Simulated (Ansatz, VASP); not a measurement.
**One calculation of MoH8, two programs**

INCAR

```
PREC = Accurate
ENCUT = 600
EDIFF = 1E-6
ISMEAR = 0
SIGMA = 0.01
LREAL = F
LASPH = T
NELM = 100
ALGO = Normal
ISIF = 3
LWAVE = F
LCHARG = F
GGA = PE
IBRION = 2
NSW = 100
EDIFFG = -0.01
```

File KPOINTS:

```
Automatic mesh
0
Gamma
  12 12 6
```

POSCAR

```
MoH8
1.0
    3.4182168046      0.0000000000      0.0000000000
   -1.7091084023      2.9602625884      0.0000000000
    0.0000000000      0.0000000000      5.9832827806
H Mo
8 1
Direct
    0.0000000000      0.0000000000      0.2061355756
    0.0000000000      0.0000000000      0.7938644244
    0.5000000000      0.0000000000      0.6473413359
    0.0000000000      0.5000000000      0.6473413359
    0.5000000000      0.5000000000      0.6473413359
    0.5000000000      0.0000000000      0.3526586641
    0.0000000000      0.5000000000      0.3526586641
    0.5000000000      0.5000000000      0.3526586641
    0.0000000000      0.0000000000      0.5000000000
```

Input for Ansatz:

```yaml
crystal:
  lattice:
    - [3.4182168046, 0.0, 0.0]
    - [-1.7091084023, 2.9602625884, 0.0]
    - [0.0, 0.0, 5.9832827806]
  atoms:
    - { symbol: H, position: [0.0, 0.0, 0.2061355756] }
    - { symbol: H, position: [0.0, 0.0, 0.7938644244] }
    - { symbol: H, position: [0.5, 0.0, 0.6473413359] }
    - { symbol: H, position: [0.0, 0.5, 0.6473413359] }
    - { symbol: H, position: [0.5, 0.5, 0.6473413359] }
    - { symbol: H, position: [0.5, 0.0, 0.3526586641] }
    - { symbol: H, position: [0.0, 0.5, 0.3526586641] }
    - { symbol: H, position: [0.5, 0.5, 0.3526586641] }
    - { symbol: Mo, position: [0.0, 0.0, 0.5] }
basis:
  ecutwfc: 420
kpoints:
  mp_grid: { grid: [12, 12, 6] }
hamiltonian:
  xc: pbe
scf:
  occupations: { method: gaussian, width: 0.01 }
output:
  forces: true
  stress: true
  eigenvalues: true
  write_density: true
  write_potential: true
  elf: true
  volumetric_format: npy
relax:
  adjacent_minimum: "off"
  f_tol: 0.01
  max_steps: 80
  cell: { stress_tol: 0.05 }
```

Alike in both runs: task relaxation of cell and atoms; functional PBE; k mesh 12 × 12 × 6; occupations gaussian, width 0.01 eV; no spin polarisation.

|  | VASP | Ansatz |
| --- | --- | --- |
| version | VASP 6.6.1 | Ansatz 0.2.0 |
| potentials or method | VASP PAW PBE potentials, release 64 (H, Mo_sv) | scalar-relativistic, plane waves, PAW |
| plane-wave cutoff (eV) | 600 | 420 |
| valence electrons in the cell | 22 | 22 |

Ansatz gave:

```
gap on the k mesh at the Fermi level, each at its own relaxed structure (eV) : 0.13
relaxed volume (Å³/atom)                                                     : 6.61
relaxed cell length with the largest relative difference (Å)                 : 5.894
```

Problem. Which values does VASP return?

Solution. gap on the k mesh at the Fermi level, each at its own relaxed structure (eV): 0.20; relaxed volume (Å³/atom): 6.73; relaxed cell length with the largest relative difference (Å): 5.988.
